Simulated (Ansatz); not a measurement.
The system is Pb.

```
Pb
1.0
     0.00000    2.47502    2.47502
     2.47502    0.00000    2.47502
     2.47502    2.47502    0.00000
Pb
1
Direct
  0.00000 0.00000 0.00000
```

* Program: Ansatz 0.2.0
* Task: relaxation of cell and atoms
* Functional: PBEsol
* Dispersion: D3(BJ)
* Potentials or basis: Ansatz PAW
* Cutoff: 420 eV (not typed: the program's choice for these potentials)
* k mesh: 9 × 9 × 9
* Occupations: fermi-dirac, width 0.05 eV
* Spin: no spin polarisation

At the start: volume 30.32 Å³/atom.

Question: Where does the relaxation end?

Answer: It ends after 5 steps and the volume is 28.50 Å³/atom (-6.0 %); space group Fm-3m (No. 225, to 0.05 Å).

Step by step:
```csv
step,energy change (eV),largest force (eV/Å),volume (Å³)
1,0.0000,0.0000,30.32
2,-0.0183,0.0000,28.27
3,-0.0186,0.0000,28.53
4,-0.0187,0.0000,28.50
5,-0.0184,0.0000,28.50
```

Final structure:
```yaml
crystal:
  lattice:
    - [0.00000, 2.42444, 2.42444]
    - [2.42444, 0.00000, 2.42444]
    - [2.42444, 2.42444, 0.00000]
  atoms:
    - { symbol: Pb, position: [0.00000, 0.00000, 0.00000] }
```

The cell as given is a measured one (30.32 Å³/atom); PBEsol+D3(BJ) puts the equilibrium volume -6.0 % from it, thermal expansion not counted.

Caveat: the plane-wave basis is chosen anew once the cell has moved, so the energies of steps on either side of that aren't comparable; pairwise dispersion overbinds metals, which lowers pressure and volume; the PAW data sets come from PBE, with cores solved anew for the run's functional, which leaves a small shift of forces and pressure.
